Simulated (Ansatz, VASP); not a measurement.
Pd in VASP and in Ansatz

```
Pd
1.0
     0.00000    2.00985    2.00985
     2.00985    0.00000    2.00985
     2.00985    2.00985    0.00000
Pd
1
Cartesian
  0.0000 0.0000 0.0000
```

Alike in both runs: task single point; functional PBE; k mesh 18 × 18 × 18; occupations gaussian, width 0.1 eV; no spin polarisation.

```csv
,VASP,Ansatz
version,VASP 6.6.1,Ansatz 0.2.0
potentials or method,"VASP PAW PBE potentials, release 64 (Pd)","scalar-relativistic, plane waves, PAW"
plane-wave cutoff (eV),520,420
valence electrons in the cell,10,18
```

Ansatz gave:

- gap on the k mesh at the Fermi level (eV): none
- pressure (GPa): -8.4

Task: Estimate VASP's values.

Result: gap on the k mesh at the Fermi level (eV): none; pressure (GPa): -8.6.

A gap of «none» marks a metal or a gap that the smearing closes. The two sets of potentials don't hold the same shells in valence.
